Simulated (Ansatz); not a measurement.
Pb under changes of volume

One of the cells (30.914 Å³/atom); the others are scaled copies at fixed shape and fractional positions:

```xyz
4
Lattice="3.5244 0.0000 0.0000 -1.7622 3.0522 0.0000 0.0000 0.0000 11.4952" Properties=species:S:1:pos:R:3 pbc="T T T"
Pb    1.7622    1.0174    8.6214
Pb    0.0000    0.0000    5.7476
Pb    0.0000    2.0348    2.8738
Pb    0.0000    0.0000    0.0000
```

This isn't the form of Pb at room conditions, which is fcc.

```yaml
Program: Ansatz 0.2.0
Functional: LDA
Potentials_or_basis: Ansatz PAW
Cutoff: "420 eV (not typed: the program's choice for these potentials)"
k_mesh: 9 × 9 × 3
Occupations: fermi-dirac, width 0.05 eV
Spin: no spin polarisation
```

```csv
volume (Å³/atom),energy over the lowest point (meV/atom),pressure (GPa)
29.059,0.00,-0.2
29.677,3.03,-1.3
30.295,9.82,-2.2
30.914,19.94,-3.0
31.532,33.00,-3.7
32.150,?,?
32.769,66.72,-4.9
```

What does the run at 32.150 Å³/atom give?

Energy over the lowest point 48.69 meV/atom; pressure -4.4 GPa.

Worked out: A Birch-Murnaghan fit of order 3 (a polynomial in V^(-2/3)) to the other rows has its minimum at 28.91 Å³/atom, just outside them, with B0 = V·E''(V) = 53 GPa and B' = 4.6 at fixed shape and positions, which overstates the stiffness. It gives 48.68 meV/atom at 32.150 Å³/atom, against the run's 48.69, and -dE/dV = -4.4 GPa, against -4.4.

Energies are extrapolated to zero smearing.

Caveats: the PAW data sets come from PBE, with cores solved anew for the run's functional, which leaves a small shift of forces and pressure.
